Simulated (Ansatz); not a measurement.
Start of a relaxation, Ge put at a top Si site (Si, Fd-3m (No. 227), (1 0 0) face):

```yaml
crystal:
  lattice:
    - [3.84172, 0.00000, 0.00000]
    - [0.00000, 3.84172, 0.00000]
    - [0.00000, 0.00000, 25.79126]
  atoms:
    - { symbol: Si, position: [0.00000, 0.50000, 0.32957] }
    - { symbol: Si, position: [0.00000, 0.00000, 0.38223] }
    - { symbol: Si, position: [0.50000, 0.00000, 0.43490] }
    - { symbol: Si, position: [0.50000, 0.50000, 0.48725] }
    - { symbol: Si, position: [0.00000, 0.50000, 0.54000] }
    - { symbol: Si, position: [0.00000, 0.00000, 0.59164] }
    - { symbol: Ge, position: [0.00000, 0.00000, 0.68159] }
```

Level of theory: DFT PBEsol, scalar-relativistic, plane waves, PAW in Ansatz. Settings: cutoff 420 eV, Γ-centred mesh 8×8×1 on the computed 7-atom cell, Gaussian smearing of 0.05 eV; collinear spin from starting moments 0 0 0 0 0 0 2 μB. A dipole correction removes the field between periodic images along c.

Atoms 1, 2, 3 (counted from 1) are held. The cell is fixed. Force threshold 0.03 eV/Å.

Problem. Where does it end?

Solution. The energy falls by 0.005 eV in 3 steps, to:

```yaml
crystal:
  lattice:
    - [3.84172, 0.00000, 0.00000]
    - [0.00000, 3.84172, 0.00000]
    - [0.00000, 0.00000, 25.79126]
  atoms:
    - { symbol: Si, position: [0.00000, 0.50000, 0.32957] }
    - { symbol: Si, position: [0.00000, 0.00000, 0.38223] }
    - { symbol: Si, position: [0.50000, 0.00000, 0.43490] }
    - { symbol: Si, position: [0.50000, 0.50000, 0.48702] }
    - { symbol: Si, position: [0.00000, 0.50000, 0.54050] }
    - { symbol: Si, position: [0.00000, 0.00000, 0.59198] }
    - { symbol: Ge, position: [0.00000, 0.00000, 0.68303] }
```

The end is the local minimum or symmetric point that this start leads to. The slab is only 6.8 Å thick, so the energy isn't converged with thickness.

Cost: 1 run of about 4.7 core-minutes, on Arm Neoverse V2 (shared hosts).